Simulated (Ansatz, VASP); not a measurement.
Ge: VASP beside Ansatz

```
Ge
1.0
     4.02269    0.00000    0.00000
    -2.01134    3.48375    0.00000
     0.00000    0.00000   18.86852
Ge
4
Direct
  0.33333 0.66667 0.27476
  0.66667 0.33333 0.23849
  0.33333 0.66667 0.51083
  0.00000 0.00000 0.47456
```

Alike in both runs: task single point; functional PBE; dispersion D3(BJ); k mesh 9 × 9 × 1; occupations gaussian, width 0.1 eV; no spin polarisation.

```csv
,VASP,Ansatz
version,VASP 6.6.1,Ansatz 0.2.0
potentials or method,"VASP PAW PBE potentials, release 64 (Ge_d)","scalar-relativistic, plane waves, PAW"
plane-wave cutoff (eV),520,420
valence electrons in the cell,56,56
```

```tsv
	VASP	Ansatz	Ansatz less VASP
gap on the k mesh at the Fermi level (eV)	0.09	0.09	0.000
least direct gap on the mesh (eV)	0.09	0.09	0.000
rms of the force components (eV/Å)	0.074	0.074	+0.0001
```

Atom by atom the forces differ by 0.001 eV/Å (rms over components).
